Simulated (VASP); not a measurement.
# Si12H6C in VASP: further runs, part 3 of 3

VASP 6.6.1.

## 5. Single point, PBE

INCAR reads:

```
SYSTEM = Si12H6C
PREC = Accurate ; ENCUT = 520
EDIFF = 1E-6 ; ISMEAR = 0
SIGMA = 0.05 ; LREAL = Auto
LASPH = .True. ; NELM = 100
ALGO = Fast ; ISIF = 2
LWAVE = .False. ; LCHARG = .True.
LDIPOL = .True. ; IDIPOL = 3
DIPOL = 0.5 0.5 0.516 ; GGA = PE
LELF = .True. ; LVHAR = .True.
LVACPOTAV = .True. ; NBANDS = 83
```

KPOINTS reads:

```
Automatic mesh
0
Gamma
  3 3 1
  0 0 0
```

POSCAR reads:

```
Si12H6C
1.0
    7.6805938572      0.0000000000      0.0000000000
    0.0000000000      7.6805938572      0.0000000000
    0.0000000000      0.0000000000     22.8087500000
Si H C
24 12 2
Direct
    0.1088935329     -0.0002719842      0.6601252151
    0.1440755781      0.4999027512      0.6418142160
    0.4161537583      0.0000652293      0.6593892695
    0.4312705582      0.4999726677      0.6744414753
    0.0101333310      0.2459360611      0.6090693703
    0.0101688751      0.7537923639      0.6089447690
    0.4890578866      0.2599654450      0.6106504302
    0.4890388777      0.7400459008      0.6106962021
    0.2547789971      0.2490362120      0.5439048172
    0.2548942226      0.7510175785      0.5438752672
    0.7480685878      0.2533636117      0.5535149888
    0.7479797926      0.7465844577      0.5534989861
    0.2476489495      0.0000436164      0.4847458541
    0.2514888869      0.5000136801      0.4856313476
    0.7480670254     -0.0000101555      0.4926892530
    0.7523125304      0.4999708449      0.4907979175
   -0.0066026145     -0.0000026040      0.4284694690
   -0.0015708421      0.5000054776      0.4281555982
    0.5028591632      0.0000135406      0.4284757385
    0.5044911985      0.4999764434      0.4282560421
    0.0000000000      0.2499999395      0.3691565737
    0.0000000000      0.7499999488      0.3691565737
    0.5000000093      0.2499999395      0.3691565737
    0.5000000093      0.7499999488      0.3691565737
   -0.1510299882      0.2499999395      0.3288211761
    0.1510299882      0.2499999395      0.3288211761
   -0.1510299882      0.7499999488      0.3288211761
    0.1510299882      0.7499999488      0.3288211761
    0.3489700210      0.2499999395      0.3288211761
    0.6510299975      0.2499999395      0.3288211761
    0.3489700210      0.7499999488      0.3288211761
    0.6510299975      0.7499999488      0.3288211761
    0.1034759831      0.1122001783      0.7659738478
    0.1068149176     -0.1187360010      0.7648356004
    0.4149883537      0.1183611602      0.7641214885
    0.4183170025     -0.1130338378      0.7651397819
    0.1592608622     -0.0015260539      0.7436489067
    0.3622866997      0.0010354668      0.7430614128
```

Potentials or basis: VASP PAW PBE potentials, release 64 (Si, H, C).

Command:

```console
> cat potpaw_PBE.64/Si/POTCAR potpaw_PBE.64/H/POTCAR potpaw_PBE.64/C/POTCAR > POTCAR
> mpirun -np 1 vasp_std > vasp.out
```

OUTCAR:

```text
SYSTEM = Si12H6C
   PREC = Accurate
   ENCUT = 520
   EDIFF = 1E-6
   ISMEAR = 0
   LREAL = Auto
   LASPH = .True.
   NELM = 100
   ISIF = 2
   GGA = PE

 ion  position               nearest neighbor table
   1  0.109  1.000  0.660-  37 1.94   6 2.35   5 2.35   3 2.36
   2  0.144  0.500  0.642-   4 2.33   5 2.33   6 2.33   9 3.07  10 3.07
   3  0.416  0.000  0.659-  38 1.95   7 2.35   8 2.35   1 2.36
   4  0.431  0.500  0.674-   2 2.33   8 2.39   7 2.39
   5  0.010  0.246  0.609-   2 2.33   1 2.35  11 2.38   9 2.40
   6  0.010  0.754  0.609-   2 2.33   1 2.35  12 2.38  10 2.40
   7  0.489  0.260  0.611-   3 2.35   9 2.36  11 2.38   4 2.39
   8  0.489  0.740  0.611-   3 2.35  10 2.36  12 2.38   4 2.39
   9  0.255  0.249  0.544-  13 2.34  14 2.34   7 2.36   5 2.40   2 3.07
  10  0.255  0.751  0.544-  13 2.34  14 2.34   8 2.36   6 2.40   2 3.07
  11  0.748  0.253  0.554-  16 2.37   7 2.38   5 2.38  15 2.39
  12  0.748  0.747  0.553-  16 2.37   6 2.38   8 2.38  15 2.39
  13  0.248  0.000  0.485-  17 2.34  10 2.34   9 2.34  19 2.34
  14  0.251  0.500  0.486-  10 2.34   9 2.34  20 2.34  18 2.34
  15  0.748  1.000  0.493-  19 2.39  17 2.39  12 2.39  11 2.39
  16  0.752  0.500  0.491-  18 2.37  12 2.37  11 2.37  20 2.38
  17  0.993  1.000  0.428-  13 2.34  22 2.35  21 2.35  15 2.39
  18  0.998  0.500  0.428-  14 2.34  22 2.34  21 2.34  16 2.37
  19  0.503  0.000  0.428-  13 2.34  23 2.35  24 2.35  15 2.39
  20  0.504  0.500  0.428-  14 2.34  23 2.35  24 2.35  16 2.38
  21  0.000  0.250  0.369-  25 1.48  26 1.48  18 2.34  17 2.35
  22  0.000  0.750  0.369-  27 1.48  28 1.48  18 2.34  17 2.35
  23  0.500  0.250  0.369-  30 1.48  29 1.48  20 2.35  19 2.35
  24  0.500  0.750  0.369-  32 1.48  31 1.48  20 2.35  19 2.35
  25  0.849  0.250  0.329-  21 1.48
  26  0.151  0.250  0.329-  21 1.48
  27  0.849  0.750  0.329-  22 1.48
  28  0.151  0.750  0.329-  22 1.48
  29  0.349  0.250  0.329-  23 1.48
  30  0.651  0.250  0.329-  23 1.48
  31  0.349  0.750  0.329-  24 1.48
  32  0.651  0.750  0.329-  24 1.48
  33  0.103  0.112  0.766-  37 1.10
  34  0.107  0.881  0.765-  37 1.10
  35  0.415  0.118  0.764-  38 1.10
  36  0.418  0.887  0.765-  38 1.10
  37  0.159  0.998  0.744-  33 1.10  34 1.10  38 1.56   1 1.94
  38  0.362  0.001  0.743-  36 1.10  35 1.10  37 1.56   3 1.95

  LATTYP: Found a simple tetragonal cell.
 ALAT       =     7.6805938572
 C/A-ratio  =     2.9696596935

  Lattice vectors:

 A1 = (   7.6805938572,   0.0000000000,   0.0000000000)
 A2 = (   0.0000000000,   7.6805938572,   0.0000000000)
 A3 = (   0.0000000000,   0.0000000000,  22.8087500000)

Analysis of symmetry for initial positions (statically):
=====================================================================
 Subroutine PRICEL returns:
 Original cell was already a primitive cell.

 Routine SETGRP: Setting up the symmetry group for a
 simple tetragonal supercell.

 Subroutine GETGRP returns: Found  1 space group operations
 (whereof  1 operations were pure point group operations)
 out of a pool of 16 trial point group operations.

The static configuration has the point symmetry C_1 .

Analysis of symmetry for dynamics (positions and initial velocities):
=====================================================================
 Subroutine PRICEL returns:
 Original cell was already a primitive cell.
[... 143 lines left out ...]
   number of dos      NEDOS =    301   number of ions     NIONS =     38
   total plane-waves  NPLWV = 648000
   dimension x,y,z NGX =    60 NGY =   60 NGZ =  180
   dimension x,y,z NGXF=   120 NGYF=  120 NGZF=  360
   ions per type =              24  12   2
   NGX,Y,Z   is equivalent  to a cutoff of  12.99, 12.99, 13.12 a.u.
   NGXF,Y,Z  is equivalent  to a cutoff of  25.97, 25.97, 26.24 a.u.
 SYSTEM =  Si12H6C
   PREC   = accura    normal or accurate (medium, high low for compatibility)
   ISTART =      0    job   : 0-new  1-cont  2-samecut
   ICHARG =      2    charge: 1-file 2-atom 10-const
   ISPIN  =      1    spin polarized calculation?
   LNONCOLLINEAR =      F non collinear calculations
   LSORBIT =      F    spin-orbit coupling
   LASPH  =      T    aspherical Exc in radial PAW
   ENCUT  =  520.0 eV  38.22 Ry    6.18 a.u.  14.28 14.28 42.41*2*pi/ulx,y,z
   NELM   =    100;   NELMIN=  2; NELMDL= -5     # of ELM steps
   EDIFF  = 0.1E-05   stopping-criterion for ELM
   LREAL  =      T    real-space projection
   EDIFFG = 0.1E-04   stopping-criterion for IOM
   NSW    =      0    number of steps for IOM
   IBRION =     -1    ionic relax: 0-MD 1-quasi-New 2-CG
   NFREE  =      0    steps in history (QN), initial steepest desc. (CG)
   ISIF   =      2    stress and relaxation
   ISYM   =      2    0-nonsym 1-usesym 2-fastsym
   POTIM  = 0.5000    time-step for ionic-motion
   TEBEG  =    0.0;   TEEND  =   0.0 temperature during run
   PSTRESS=    0.0 pullay stress
   NELECT =     116.0000    total number of electrons
   NUPDOWN=      -1.0000    fix difference up-down
   EMIN   =  10.00;   EMAX   =-10.00  energy-range for DOS
   EFERMI =   0.00;   METHOD = LEGACY
   ISMEAR =     0;   SIGMA  =   0.05  broadening in eV -4-tet -1-fermi 0-gaus
   EFERMI_NEDOS =   21; number of points for ismear=-14 and -15
   IALGO  =     68    algorithm
   IMIX   =      4    mixing-type and parameters
     AMIX     =   0.40;   BMIX     =  1.00
     AMIX_MAG =   1.60;   BMIX_MAG =  1.00
  volume/ion in A,a.u.               =      35.41       238.95
  Fermi-wavevector in a.u.,A,eV,Ry     =   0.723209  1.366667  7.116272  0.523031
  Thomas-Fermi vector in A             =   1.813367
   LORBIT       =      0    0 simple, 1 ext, 2 COOP (PROOUT), +10 PAW based schemes
   GGA     = PE    functional components
   LHFCALC =     F    Hartree Fock is set to
   AEXX    =    0.0000 exact exchange contribution
   IVDW    =     0    specifies the selected vdW correction
   LEPSILON=     F    determine dielectric tensor
   LRPA    =     F    only Hartree local field effects (RPA)
 non-spin polarized calculation
 RMM-DIIS sequential band-by-band and
 Gauss-broadening in eV      SIGMA  =   0.05
  energy-cutoff  :      520.00
  volume of cell :     1345.52
 maximum number of plane-waves:     36234
 NGX is ok and might be reduce to    60
   NGX = 29   NGY = 29   NGZ = 85

 dipolmoment           0.000000      0.000000      0.000020 electrons x Angstroem

 number of electron     116.0000001 magnetization

 dipolmoment           0.000000      0.000000     -0.120993 electrons x Angstroem

 Free energy of the ion-electron system (eV)
  ---------------------------------------------------
  ext. energy  EPLUGINS =         0.00000000
  ---------------------------------------------------
  free energy    TOTEN  =      -184.56234638 eV

  energy without entropy =     -184.56234638  energy(sigma->0) =     -184.56234638

 E-fermi :  -0.6715     XC(G=0):  -4.4703

 val. band max:       -0.9446085955   @ k =  -0.3333   0.3333   0.0000
 cond. band min:      -0.1679634353   @ k =   0.0000   0.0000   0.0000
 fundamental gap:      0.7766451602
 Fermi energy:        -0.6715270491

 k-point     1 :       0.0000    0.0000    0.0000
  band No.  band energies     occupation
      1     -15.0749      2.00000
      2     -12.2024      2.00000
      3     -11.3753      2.00000
      4     -11.3559      2.00000
      5     -10.3360      2.00000
      6     -10.3184      2.00000
[... 354 lines left out ...]
     69       2.3716      0.00000
     70       2.4800      0.00000
 [bands above 70 left out]

------------------------ aborting loop because EDIFF is reached ----------------------------------------

  FORCE on cell =-STRESS in cart. coord.  units (eV):
  Direction    XX          YY          ZZ          XY          YZ          ZX
  --------------------------------------------------------------------------------------
  -------------------------------------------------------------------------------------
  Total       13.7467924      5.4906710     -0.2846976      0.0109562      0.0084506      0.0031360
  in kB       16.3689518      6.5380000     -0.3390029      0.0130461      0.0100625      0.0037342
  external PRESSURE =       7.5226496 kB  Pullay stress =       0.0000000 kB

 VOLUME and BASIS-vectors are now :
 -----------------------------------------------------------------------------
  energy-cutoff  :      520.00
  volume of cell :     1345.52
      direct lattice vectors                 reciprocal lattice vectors
     7.680593857  0.000000000  0.000000000     0.130198266  0.000000000  0.000000000
     0.000000000  7.680593857  0.000000000     0.000000000  0.130198266  0.000000000
     0.000000000  0.000000000 22.808750000     0.000000000  0.000000000  0.043842823

 POSITION                                       TOTAL-FORCE (eV/Angst)
 -----------------------------------------------------------------------------------
      0.83637      7.67850     15.05663        -0.003676     -0.000547     -0.011218
      1.10659      3.83955     14.63898        -0.007905      0.000569     -0.004625
      3.19631      0.00050     15.03985         0.000074      0.000156     -0.014549
      3.31241      3.84009     15.38317         0.003396      0.000097     -0.003673
      0.07783      1.88894     13.89211         0.003166      0.002138     -0.002312
      0.07810      5.78957     13.88927         0.002458     -0.001504     -0.000806
[... 30 lines left out ...]
      1.22322      7.66887     16.96170        -0.012833      0.004915     -0.007995
      2.78258      0.00795     16.94830         0.016964     -0.007486     -0.007011
 -----------------------------------------------------------------------------------
    total drift:                                0.011498     -0.002599      0.016936

  FREE ENERGIE OF THE ION-ELECTRON SYSTEM (eV)
  ---------------------------------------------------
  free  energy   TOTEN  =      -184.5623463792 eV

  energy  without entropy=     -184.5623463792  energy(sigma->0) =     -184.56234638

 vacuum level on the upper side and lower side of the slab         3.713         4.084
```

Wall time 13 min (1 thread of Intel Xeon 6975P-C (Granite Rapids), shared host); peak memory 1.4 GiB.

What came out:

| Item | Value |
| --- | --- |
| Free energy | -184.5623 eV |
| Largest force | 0.244 eV/Å |
| Band gap on the k mesh | 0.78 eV, indirect (least direct gap 0.85 eV) |
| Ionisation potential of the upper face | 4.66 eV |

Forces in eV/Å, atoms in the order of the input:
```
Si  -0.004 -0.001 -0.011
Si  -0.008  0.001 -0.005
Si   0.000  0.000 -0.015
Si   0.003  0.000 -0.004
Si   0.003  0.002 -0.002
Si   0.002 -0.002 -0.001
Si  -0.002 -0.002 -0.001
Si  -0.002  0.003 -0.001
Si   0.003  0.002 -0.001
Si   0.003 -0.002  0.000
Si   0.000  0.001  0.000
Si   0.000 -0.001  0.000
Si   0.000  0.000  0.004
Si  -0.002  0.000  0.000
Si   0.000  0.000 -0.003
Si  -0.001  0.000  0.000
Si  -0.001  0.000 -0.003
Si   0.002  0.000  0.004
Si   0.000  0.000  0.002
Si   0.001  0.000 -0.001
Si  -0.243 -0.012  0.012
Si  -0.243  0.012  0.011
Si   0.239 -0.007  0.017
Si   0.239  0.007  0.020
H    0.125  0.024 -0.043
H   -0.101 -0.033  0.033
H    0.125 -0.024 -0.043
H   -0.101  0.034  0.033
H    0.102 -0.001  0.031
H   -0.124 -0.009 -0.043
H    0.102  0.001  0.031
H   -0.124  0.009 -0.043
H   -0.009  0.020  0.009
H   -0.009 -0.018  0.008
H    0.009  0.018  0.009
H    0.009 -0.018  0.009
C   -0.013  0.005 -0.008
C    0.017 -0.007 -0.007
```

A hybrid or GW would open this gap; PBE tends to underestimate it.

## 6. Single point, PBE

INCAR reads:

```
  ALGO = Fast
  DIPOL = 0.5 0.5 0.516
  EDIFF = 1E-6
  ENCUT = 520
  GGA = PE
  IDIPOL = 3
  ISIF = 2
  ISMEAR = 0
  LASPH = True
  LCHARG = False
  LDIPOL = True
  LREAL = Auto
  LWAVE = False
  NBANDS = 83
  NELM = 100
  PREC = Accurate
  SIGMA = 0.05
```

KPOINTS reads:

```
k-points
0
Gamma
  3 3 1
```

POSCAR reads:

```
Si12H6C
1.0
    7.6805938572      0.0000000000      0.0000000000
    0.0000000000      7.6805938572      0.0000000000
    0.0000000000      0.0000000000     22.8087500000
Si H C
24 12 2
Direct
    0.1088552546     -0.0003773146      0.6601186387
    0.1441340371      0.4998093990      0.6418741053
    0.4161240731      0.0000558551      0.6593826930
    0.4313639103      0.4999884217      0.6744584863
    0.0101515588      0.2458865857      0.6090936592
    0.0102623575      0.7536896375      0.6089105278
    0.4890774164      0.2599726059      0.6106658629
    0.4890373153      0.7400374379      0.6106962460
    0.2547869392      0.2490695427      0.5439270017
    0.2549172676      0.7511212163      0.5438660163
    0.7480918933      0.2533438216      0.5535285362
    0.7479991921      0.7466085444      0.5535056941
    0.2476835822      0.0001222562      0.4847336658
    0.2514732631      0.5000644574      0.4856498054
    0.7481101210     -0.0000036456      0.4926896038
    0.7522642269      0.4999769642      0.4908112895
   -0.0065796996      0.0000035154      0.4284672330
   -0.0015927154      0.4999990979      0.4281655943
    0.5028997851      0.0000233055      0.4284734148
    0.5044634662      0.4999665483      0.4282613032
    0.0000000000      0.2499999395      0.3691565737
    0.0000000000      0.7499999488      0.3691565737
    0.5000000093      0.2499999395      0.3691565737
    0.5000000093      0.7499999488      0.3691565737
   -0.1510299882      0.2499999395      0.3288211761
    0.1510299882      0.2499999395      0.3288211761
   -0.1510299882      0.7499999488      0.3288211761
    0.1510299882      0.7499999488      0.3288211761
    0.3489700210      0.2499999395      0.3288211761
    0.6510299975      0.2499999395      0.3288211761
    0.3489700210      0.7499999488      0.3288211761
    0.6510299975      0.7499999488      0.3288211761
    0.1031830370      0.1116507416      0.7660724503
    0.1070374264     -0.1193100452      0.7647146819
    0.4146795234      0.1187072272      0.7640218776
    0.4184886038     -0.1126908955      0.7652135694
    0.1592125587     -0.0017846276      0.7436481613
    0.3622163926      0.0011182729      0.7430555379
```

Potentials or basis: VASP PAW PBE potentials, release 64 (Si, H, C).

Command:

```console
> cat potpaw_PBE.64/Si/POTCAR potpaw_PBE.64/H/POTCAR potpaw_PBE.64/C/POTCAR > POTCAR
> mpirun -np 1 vasp_std > vasp.out
```

Wall time 21 min (1 thread of Intel Xeon 6975P-C (Granite Rapids), shared host); peak memory 1.4 GiB.

The run converged. Its results:

- Free energy: -184.5623 eV
- Largest force: 0.244 eV/Å
- Band gap on the k mesh: 0.78 eV, indirect (least direct gap 0.85 eV)

Forces on the atoms (eV/Å):
```
Si  -0.003  0.000 -0.009
Si  -0.010  0.003 -0.010
Si  -0.001 -0.001 -0.012
Si   0.004  0.000 -0.003
Si   0.002  0.002 -0.002
Si   0.000 -0.001  0.004
Si  -0.001 -0.004 -0.002
Si  -0.001  0.005 -0.002
Si   0.003  0.003 -0.003
Si   0.005 -0.006 -0.002
Si   0.000  0.003 -0.001
Si   0.000 -0.003 -0.001
Si   0.000  0.000  0.007
Si  -0.002 -0.002 -0.001
Si   0.000  0.000 -0.002
Si   0.002 -0.001 -0.001
Si  -0.001  0.000 -0.003
Si   0.002  0.001  0.004
Si   0.001  0.000  0.002
Si   0.001  0.001 -0.001
Si  -0.243 -0.011  0.012
Si  -0.243  0.010  0.013
Si   0.240 -0.007  0.017
Si   0.239  0.005  0.021
H    0.125  0.024 -0.043
H   -0.101 -0.033  0.033
H    0.125 -0.023 -0.043
H   -0.101  0.033  0.033
H    0.102 -0.001  0.031
H   -0.124 -0.009 -0.044
H    0.102  0.001  0.031
H   -0.124  0.009 -0.043
H   -0.010  0.018  0.009
H   -0.009 -0.017  0.010
H    0.009  0.017  0.010
H    0.009 -0.018  0.009
C   -0.013  0.003 -0.011
C    0.019 -0.002 -0.008
```

Levels at points of the mesh, in eV from the valence-band top:
| k point | band 55 | band 56 | band 57 | band 58 | band 59 | band 60 | band 61 | band 62 |
| --- | --- | --- | --- | --- | --- | --- | --- | --- |
| (0.00, 0.00, 0.00) | -0.36 | -0.33 | -0.28 | -0.11 | 0.78 | 1.36 | 1.37 | 1.59 |
